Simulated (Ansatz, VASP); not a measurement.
This is a calculation of Ga for VASP 6.6.1.

Contents of INCAR:

```
PREC = Accurate
ENCUT = 520
EDIFF = 1E-7
ISMEAR = -1
SIGMA = 0.05
LREAL = False
LASPH = True
NELM = 100
ALGO = Normal
ISIF = 2
LWAVE = False
LCHARG = False
GGA = PE
NBANDS = 20
```

Contents of KPOINTS:

```
regular mesh
0
Gamma
  10 10 8
```

Contents of POSCAR:

```
Ga
1.0
    1.4101245334     -4.1054710295      0.0000000000
    1.4101245334      4.1054710295      0.0000000000
   -0.1197509717      0.0000000000      3.3952387564
Ga
2
Direct
    0.1310000000      0.8690000000      0.7500000000
    0.8690000000      0.1310000000      0.2500000000
```

Potentials or basis: VASP PAW PBE potentials, release 64 (Ga_d).

The run is started by

```console
$ cat potpaw_PBE.64/Ga_d/POTCAR > POTCAR
$ mpirun -np 1 vasp_std > vasp.out
```

Problem. Translate it to Ansatz 0.2.0. Potentials there: Ansatz PAW.

Solution. As run (the cutoff follows the program's own potentials):

File input.yaml:

```yaml
crystal:
  lattice:
    - [1.4101245334, -4.1054710295, 0.0]
    - [1.4101245334, 4.1054710295, 0.0]
    - [-0.1197509717, 0.0, 3.3952387564]
  atoms:
    - { symbol: Ga, position: [0.131, 0.869, 0.75] }
    - { symbol: Ga, position: [0.869, 0.131, 0.25] }
hamiltonian:
  xc: pbe
  pseudopotentials: { kind: paw }
kpoints:
  mp_grid: { grid: [10, 10, 8] }
scf:
  occupations: { method: fermi_dirac, width: 0.05 }
output:
  forces: true
  stress: true
  eigenvalues: true
```

Potentials or basis: Ansatz PAW.

Command:

```bash
$ ansatz run input.yaml --threads 2 --pin off --max-ram 5120MiB --backend cpu --events-out ev --progress --plain --runs-dir out
```

Both were run:

|  | VASP | Ansatz | Ansatz less VASP |
| --- | --- | --- | --- |
| gap on the k mesh at the Fermi level (eV) | none | none | - |
| pressure (GPa) | -1.2 | -1.2 | -0.07 |
| largest component of the traceless stress (GPa) | 0.83 | 0.81 | -0.018 |
| rms of the force components (eV/Å) | 0.100 | 0.099 | -0.0011 |

Atom by atom the forces differ by 0.001 eV/Å (rms over components). A gap of «none» marks a metal or a gap that the smearing closes. With one functional, cell and mesh, what is left measures potentials, basis and numerics.
